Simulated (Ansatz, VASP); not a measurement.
## In: VASP beside Ansatz

Contents of INCAR:

```
PREC = Accurate
ENCUT = 600
EDIFF = 1E-7
ISMEAR = 0
SIGMA = 0.1
LREAL = False
LASPH = True
NELM = 100
ALGO = Normal
ISIF = 3
LWAVE = False
LCHARG = False
GGA = CA
IBRION = 2
NSW = 70
EDIFFG = -0.005
```

The input KPOINTS:

```
regular mesh
0
Gamma
  18 18 18
```

The input POSCAR:

```
In
1.0
   -1.6950972428      1.6950972428      2.3922503790
    1.6950972428     -1.6950972428      2.3922503790
    1.6950972428      1.6950972428     -2.3922503790
In
1
Direct
    0.0000000000      0.0000000000      0.0000000000
```

Input for Ansatz:

```yaml
crystal:
  lattice:
    - [-1.6950972428, 1.6950972428, 2.392250379]
    - [1.6950972428, -1.6950972428, 2.392250379]
    - [1.6950972428, 1.6950972428, -2.392250379]
  atoms:
    - { symbol: In, position: [0.0, 0.0, 0.0] }
basis:
  ecutwfc: 420
kpoints:
  mp_grid: { grid: [18, 18, 18] }
hamiltonian:
  xc: lda
scf:
  occupations: { method: gaussian, width: 0.1 }
output:
  forces: true
  stress: true
  eigenvalues: true
relax:
  adjacent_minimum: "off"
  f_tol: 0.005
  max_steps: 50
  cell: { stress_tol: 0.05 }
```

Alike in both runs: task relaxation of cell and atoms; functional LDA; k mesh 18 × 18 × 18; occupations gaussian, width 0.1 eV; no spin polarisation.

|  | VASP | Ansatz |
| --- | --- | --- |
| version | VASP 6.6.1 | Ansatz 0.2.0 |
| potentials or method | VASP PAW LDA potentials, release 64 (In_d) | scalar-relativistic, plane waves, PAW |
| plane-wave cutoff (eV) | 600 | 420 |
| valence electrons in the cell | 13 | 13 |

Ansatz gave:

```
gap on the k mesh at the Fermi level, each at its own relaxed structure (eV) : none
relaxed volume (Å³/atom)                                                     : 24.64
relaxed cell length with the largest relative difference (Å)                 : 3.266
energy change over the relaxation (meV/atom)                                 : -42
```

Problem. Which values does VASP return?

Solution. gap on the k mesh at the Fermi level, each at its own relaxed structure (eV): none; relaxed volume (Å³/atom): 24.70; relaxed cell length with the largest relative difference (Å): 3.268; energy change over the relaxation (meV/atom): -40.

A gap of «none» marks a metal or a gap that the smearing closes.

LDA usually gives volumes a few per cent too small. Zero-point motion and thermal expansion aren't in these numbers.
